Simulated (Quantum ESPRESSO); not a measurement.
Crystal: CsBr.

```xyz
2
Lattice="4.3256 0.0000 0.0000 0.0000 4.3256 0.0000 0.0000 0.0000 4.3256" Properties=species:S:1:pos:R:3 pbc="T T T"
Cs    0.0586   -0.0119    0.0051
Br    2.1945    2.1619    2.1507
```

The cell comes from a database or a generator and needn't be the stable form of this composition.

The cell isn't the ideal one: atoms moved at random, drawn with an rms of 0.05 Å.

Below is the output of Quantum ESPRESSO 7.5 for this cell. Logs are shortened: lines on timing, memory, paths and dates and some standing lists are left out, and cuts for length are marked.

```text
This program is part of the open-source Quantum ESPRESSO suite
     for quantum simulation of materials; please cite
[... 6 lines left out ...]
     --------------------
     sticks:   dense  smooth     PW     G-vecs:    dense   smooth      PW
     Sum        2337    1177    349                84967    30095    4945

     Using Slab Decomposition

     bravais-lattice index     =            0
     lattice parameter (alat)  =       8.1742  a.u.
     unit-cell volume          =     546.1883 (a.u.)^3
     number of atoms/cell      =            2
     number of atomic types    =            2
     number of electrons       =        16.00
     number of Kohn-Sham states=           14
     kinetic-energy cutoff     =      55.0000  Ry
     charge density cutoff     =     440.0000  Ry
     scf convergence threshold =      4.0E-10
     mixing beta               =       0.5000
     number of iterations used =            8  plain     mixing
     Exchange-correlation=  SLA  PW   PBX  PBC
                           (   1   4   3   4   0   0   0)

     celldm(1)=   8.174241  celldm(2)=   0.000000  celldm(3)=   0.000000
     celldm(4)=   0.000000  celldm(5)=   0.000000  celldm(6)=   0.000000

     crystal axes: (cart. coord. in units of alat)
               a(1) = (   1.000000   0.000000   0.000000 )
               a(2) = (   0.000000   1.000000   0.000000 )
               a(3) = (   0.000000   0.000000   1.000000 )

     reciprocal axes: (cart. coord. in units 2 pi/alat)
               b(1) = (  1.000000  0.000000  0.000000 )
               b(2) = (  0.000000  1.000000  0.000000 )
               b(3) = (  0.000000  0.000000  1.000000 )

     PseudoPot. # 1 for Cs read from file:
     Cs_pbe_v1.uspp.F.UPF
     Pseudo is Ultrasoft + core correction, Zval =  9.0
     Generated by new atomic code, or converted to UPF format
     Using radial grid of  905 points,  6 beta functions with:
                l(1) =   0
                l(2) =   0
                l(3) =   1
                l(4) =   1
                l(5) =   2
                l(6) =   2
     Q(r) pseudized with  6 coefficients,  rinner =    1.500   1.500   1.500
                                                       1.500   1.500

     PseudoPot. # 2 for Br read from file:
     br_pbe_v1.4.uspp.F.UPF
     Pseudo is Ultrasoft + core correction, Zval =  7.0
     Generated by new atomic code, or converted to UPF format
     Using radial grid of  879 points,  6 beta functions with:
                l(1) =   0
                l(2) =   0
                l(3) =   1
                l(4) =   1
                l(5) =   2
                l(6) =   2
     Q(r) pseudized with  8 coefficients,  rinner =    1.100   1.100   1.100
                                                       1.100   1.100

     atomic species   valence    mass     pseudopotential
     Cs                9.00   132.90550     Cs( 1.00)
     Br                7.00    79.90400     Br( 1.00)

     No symmetry found

   Cartesian axes

     site n.     atom                  positions (alat units)
         1        Cs     tau(   1) = (   0.0135410  -0.0027520   0.0011840  )
         2        Br     tau(   2) = (   0.5073350   0.4997890   0.4971940  )

     number of k points=   112  Fermi-Dirac smearing, width (Ry)=  0.0037

     Number of k-points >= 100: set verbosity='high' to print them.

     Dense  grid:    84967 G-vectors     FFT dimensions: (  60,  60,  60)

     Smooth grid:    30095 G-vectors     FFT dimensions: (  40,  40,  40)

     Initial potential from superposition of free atoms

     starting charge      15.9606, renormalised to      16.0000
     Starting wfcs are   17 randomized atomic wfcs

     Self-consistent Calculation

     iteration #  1     ecut=    55.00 Ry     beta= 0.50
     Davidson diagonalization with overlap
     ethr =  1.00E-02,  avg # of iterations =  4.2

     Threshold (ethr) on eigenvalues was too large:
     Diagonalizing with lowered threshold

     Davidson diagonalization with overlap
     ethr =  3.38E-04,  avg # of iterations =  1.7

     total energy              =    -110.16000590 Ry
     estimated scf accuracy    <       0.05299017 Ry

     iteration #  2     ecut=    55.00 Ry     beta= 0.50
     Davidson diagonalization with overlap
     ethr =  3.31E-04,  avg # of iterations =  2.0

     total energy              =    -110.17193737 Ry
     estimated scf accuracy    <       0.00279852 Ry

     iteration #  3     ecut=    55.00 Ry     beta= 0.50
     Davidson diagonalization with overlap
     ethr =  1.75E-05,  avg # of iterations =  3.7

     total energy              =    -110.17227473 Ry
     estimated scf accuracy    <       0.00062532 Ry
[... 19 lines left out ...]
     total energy              =    -110.17233727 Ry
     estimated scf accuracy    <       0.00000014 Ry

     iteration #  7     ecut=    55.00 Ry     beta= 0.50
     Davidson diagonalization with overlap
     ethr =  8.76E-10,  avg # of iterations =  2.3

     total energy              =    -110.17233735 Ry
     estimated scf accuracy    <          4.6E-10 Ry

     iteration #  8     ecut=    55.00 Ry     beta= 0.50
     Davidson diagonalization with overlap
     ethr =  2.85E-12,  avg # of iterations =  7.2

     End of self-consistent calculation

     Number of k-points >= 100: set verbosity='high' to print the bands.

     the Fermi energy is     4.4637 ev

!    total energy              =    -110.17233736 Ry
     estimated scf accuracy    <          2.1E-10 Ry
     smearing contrib. (-TS)   =      -0.00000000 Ry
     internal energy E=F+TS    =    -110.17233736 Ry

     The total energy is F=E-TS. E is the sum of the following terms:
     one-electron contribution =      -5.34977711 Ry
     hartree contribution      =       9.13577772 Ry
     xc contribution           =     -56.47575130 Ry
     ewald contribution        =     -57.48258668 Ry

     convergence has been achieved in   8 iterations

     Forces acting on atoms (cartesian axes, Ry/au):

     atom    1 type  1   force =    -0.00076800    0.00031487   -0.00049489
     atom    2 type  2   force =     0.00076800   -0.00031487    0.00049489

     Total force =     0.001367     Total SCF correction =     0.000001

     Computing stress (Cartesian axis) and pressure

          total   stress  (Ry/bohr**3)                   (kbar)     P=        5.69
   0.00003863  -0.00000016   0.00000026            5.68       -0.02        0.04
  -0.00000016   0.00003871  -0.00000011           -0.02        5.69       -0.02
   0.00000026  -0.00000011   0.00003869            0.04       -0.02        5.69

=------------------------------------------------------------------------------=
   JOB DONE.
=------------------------------------------------------------------------------=
```

Q: What input gives this log?

A: Single point with PBE, no spin polarisation. The files as run (others can give the same):

pw.in
```
&CONTROL
  calculation = 'scf'
  prefix = 'pwscf'
  outdir = './tmp'
  pseudo_dir = './pseudo'
  tprnfor = .true.
  tstress = .true.
  disk_io = 'nowf'
/
&SYSTEM
  ibrav = 0
  nat = 2
  ntyp = 2
  ecutwfc = 55
  ecutrho = 440
  nbnd = 14
  occupations = 'smearing'
  smearing = 'fd'
  degauss = 0.00367493
/
&ELECTRONS
  conv_thr = 4d-10
  electron_maxstep = 120
  mixing_beta = 0.5
/
ATOMIC_SPECIES
Cs   132.9055 Cs_pbe_v1.uspp.F.UPF
Br    79.9040 br_pbe_v1.4.uspp.F.UPF
CELL_PARAMETERS angstrom
   4.3256222200    0.0000000000    0.0000000000
   0.0000000000    4.3256222200    0.0000000000
   0.0000000000    0.0000000000    4.3256222200
ATOMIC_POSITIONS crystal
Cs     0.0135410000   -0.0027520000    0.0011840000
Br     0.5073350000    0.4997890000    0.4971940000
K_POINTS automatic
6 6 6 0 0 0
```

Potentials or basis: SSSP 1.3 efficiency PBE.
The run is started by
```bash
$ OMP_NUM_THREADS=1 pw.x -in pw.in > pw.out
```

Caveat: spin-orbit coupling is left out, which moves the levels of the heavy elements.
